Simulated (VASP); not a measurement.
Crystal: CdTe.

```
Cd Te
1.0
     0.00000    3.20500    3.20500
     3.20500    0.00000    3.20500
     3.20500    3.20500    0.00000
Cd Te
1 1
Direct
  0.00000 0.00000 0.00000
  0.25000 0.25000 0.25000
```

```yaml
Program: VASP 6.6.1
Task: relaxation of cell and atoms
Functional: PBEsol
Potentials_or_basis: VASP PAW PBE potentials, release 64 (Cd, Te)
Cutoff: 600 eV
k_mesh: 8 × 8 × 8
Occupations: gaussian, width 0.03 eV
Spin: no spin polarisation
```

At the start: pressure 1.8 GPa; volume 32.92 Å³/atom.

Q: Where does the relaxation end?

A: Over 3 steps the energy falls by 7.3 meV/atom and the volume is 34.26 Å³/atom (+4.1 %); space group F-43m (No. 216, to 0.05 Å).

The path:
| step | energy change (eV) | largest force (eV/Å) | pressure (GPa) | volume (Å³) |
| --- | --- | --- | --- | --- |
| 1 | 0.0000 | 0.0000 | 1.81 | 65.84 |
| 2 | -0.0129 | 0.0000 | -0.54 | 69.46 |
| 3 | -0.0145 | 0.0000 | 0.00 | 68.52 |

Final structure:
```yaml
crystal:
  lattice:
    - [0.00000, 3.24780, 3.24780]
    - [3.24780, 0.00000, 3.24780]
    - [3.24780, 3.24780, 0.00000]
  atoms:
    - { symbol: Cd, position: [0.00000, 0.00000, 0.00000] }
    - { symbol: Te, position: [0.25000, 0.25000, 0.25000] }
```

Caveat: the PAW data sets were made with another functional, which shifts forces and pressure a little.
